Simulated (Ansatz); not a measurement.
## TiSi (Pnma), two-dimensional strain map

Method: DFT r2SCAN, scalar-relativistic, plane waves, PAW in Ansatz. The runs took a 500 eV cutoff, a Γ-centred 6×12×8 mesh and Gaussian smearing (0.15 eV). No spin polarisation. Energies are free energies at this smearing, counted from the undisturbed cell; pressure is positive in compression.

Zero of the scan (relaxed at this level; it needn't be the usual structure):

```
Ti Si
1.0
     6.50165    0.00000    0.00000
     0.00000    3.63548    0.00000
     0.00000    0.00000    4.98819
Ti Si
4 4
Direct
  0.67599 0.25000 0.37139
  0.32401 0.75000 0.62861
  0.82401 0.75000 0.87139
  0.17599 0.25000 0.12861
  0.54389 0.25000 0.85535
  0.45611 0.75000 0.14465
  0.95611 0.75000 0.35535
  0.04389 0.25000 0.64465
```

The cell is strained by p along both x and y and by q along z, fractional coordinates fixed. Points are written (p, q).

Energy above the undisturbed cell in meV/atom (a dash: not computed):

| p \ q | -0.030 | -0.015 | 0.000 | 0.015 | 0.030 |
| --- | --- | --- | --- | --- | --- |
| -0.030 | 63.8 | 45.2 | 35.4 | 33.3 | 38.0 |
| -0.015 | 30.7 | – | – | – | – |
| 0.000 | 16.4 | – | 0.0 | – | 13.4 |
| 0.030 | 35.6 | – | 29.8 | – | 52.6 |

Pressure in GPa:

```csv
p \ q,-0.030,-0.015,0.000,0.015,0.030
-0.030,17.1,13.7,10.7,8.0,5.5
-0.015,10.9,–,–,–,–
0.000,5.5,–,0.0,–,-4.3
0.030,-3.1,–,-7.8,–,-11.4
```